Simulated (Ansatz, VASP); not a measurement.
## Pb: VASP beside Ansatz

File INCAR:

```
PREC     = Accurate       # precision mode
ENCUT    = 520            # plane-wave cutoff, eV
EDIFF    = 1E-6           # SCF threshold, eV
ISMEAR   = 0              # smearing method
SIGMA    = 0.1            # smearing width, eV
LREAL    = False          # projectors in reciprocal space
LASPH    = True           # aspherical terms in the spheres
NELM     = 100            # most SCF steps
ALGO     = Normal         # electronic algorithm
ISIF     = 2              # what is computed and relaxed
LWAVE    = False          # write WAVECAR
LCHARG   = False          # write CHGCAR
LDIPOL   = True         
IDIPOL   = 3            
DIPOL    = 0.5 0.5 0.500
GGA      = PE             # functional
IVDW     = 12             # dispersion correction
NBANDS   = 21             # bands
```

KPOINTS

```
Automatic mesh
0
Gamma
  6 6 1
```

POSCAR

```
Pb
1.0
    4.9554043226      0.0000000000      0.0000000000
   -2.4777021613      4.2915060294      0.0000000000
    0.0000000000      0.0000000000     28.0000000000
Pb
2
Direct
    0.3333333333      0.6666666667      0.5104285714
    0.6666666667      0.3333333333      0.4895714286
```

Input for Ansatz:

```yaml
crystal:
  lattice:
    - [4.9554043226, 0.0, 0.0]
    - [-2.4777021613, 4.2915060294, 0.0]
    - [0.0, 0.0, 28.0]
  atoms:
    - { symbol: Pb, position: [0.3333333333, 0.6666666667, 0.5104285714] }
    - { symbol: Pb, position: [0.6666666667, 0.3333333333, 0.4895714286] }
  periodic: [true, true, false]
basis:
  ecutwfc: 420
kpoints:
  mp_grid: { grid: [6, 6, 1] }
hamiltonian:
  xc: pbe
  dispersion: d3bj
scf:
  occupations: { method: gaussian, width: 0.1 }
output:
  forces: true
  stress: true
  eigenvalues: true
```

The cell was built by a generator and needn't be a form met in nature.

Alike in both runs: task single point; functional PBE; dispersion D3(BJ); k mesh 6 × 6 × 1; occupations gaussian, width 0.1 eV; no spin polarisation.

|  | VASP | Ansatz |
| --- | --- | --- |
| version | VASP 6.6.1 | Ansatz 0.2.0 |
| potentials or method | VASP PAW PBE potentials, release 64 (Pb_d) | scalar-relativistic, plane waves, PAW |
| plane-wave cutoff (eV) | 520 | 420 |
| valence electrons in the cell | 28 | 28 |

VASP gave:

| Item | Value |
| --- | --- |
| gap on the k mesh at the Fermi level (eV) | none |
| rms of the force components (eV/Å) | 0.428 |

Task: Estimate Ansatz's values.

Result: gap on the k mesh at the Fermi level (eV): none; rms of the force components (eV/Å): 0.427.

Atom by atom the forces differ by 0.001 eV/Å (rms over components). A gap of «none» marks a metal or a gap that the smearing closes. With one functional, cell and mesh, what is left measures potentials, basis and numerics.

Spin-orbit coupling is left out, which matters for the levels of Pb.
